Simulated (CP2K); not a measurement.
Runs of CP2K 2026.2 on WC (Qusongite). The structure is hexagonal, space group P-6m2 (No. 187). Conventional cell: a = 2.907 Å, b = 2.907 Å, c = 2.837 Å, α = 90.00°, β = 90.00°, γ = 120.00°. W (site symmetry -6m2) has 6 C at 2.20 Å as nearest neighbours. C (site symmetry -6m2) has 6 W at 2.20 Å as nearest neighbours. 

```tsv
task	level	potentials or basis	cell	k mesh	smearing	EPS_DEFAULT	k points reduced by the point group	NGRIDS	points a segment of the path (NPOINTS)	bands added on the path	gap on the mesh (eV)	pressure (GPa)
band structure	PBE	POTENTIAL_UZH W GTH-PBE-q14, C GTH-PBE-q4; TZVP-MOLOPT-PBE-GTH basis	as given	10 × 10 × 9	fermi-dirac 0.05 eV	1.0E-10	yes	5	10	4	none	2.7
band structure	PBEsol	POTENTIAL_UZH W GTH-PBE-q14, C GTH-PBE-q4; TZVP-MOLOPT-PBE-GTH basis	as given	10 × 10 × 9	fermi-dirac 0.1 eV	1.0E-9	yes	5	8	2	none	(a)
relaxation of cell and atoms	LDA	GTH_POTENTIALS W GTH-PADE-q14, C GTH-PADE-q4; TZVP-MOLOPT-PBE-GTH basis	relaxed	8 × 8 × 7	fermi-dirac 0.01 eV	1.0E-9	-	5	-	-	none	-0.1
band structure	TB-mBJ	POTENTIAL_UZH W GTH-PBE-q14, C GTH-PBE-q4; TZVP-MOLOPT-PBE-GTH basis	as given	10 × 10 × 9	fermi-dirac 0.05 eV	1.0E-10	yes	5	8	4	none	-
band structure	r2SCAN	POTENTIAL_UZH W GTH-SCAN-q14, C GTH-SCAN-q4; TZVP-MOLOPT-SCAN-GTH basis	as given	10 × 10 × 9	fermi-dirac 0.1 eV	1.0E-9	yes	5	8	2	none	-3.4
band structure	PBE	POTENTIAL_UZH W GTH-PBE-q14, C GTH-PBE-q4; TZVP-MOLOPT-PBE-GTH basis	as given	10 × 10 × 9	fermi-dirac 0.1 eV	1.0E-9	yes	4	8	2	none	2.7
```

Alike in all rows: no spin polarisation.

**Question.** Fill in the values left out.

**Answer.** (a) -4.0.

Caveats: the basis of atomic orbitals isn't converged, which shifts pressures, moduli and gaps; the potentials were made for another functional, which shifts forces and pressure (some runs); more than 0.5 GPa of stress was left at the end, so the final cell isn't listed (some runs); this is a model potential without an energy functional, so only levels have meaning (some runs).

A k mesh can miss the band edges, and the runs leave out spin-orbit coupling on W.

A gap of «none» marks a metal or a gap under the smearing width.

Not every run made on this cell is shown here.
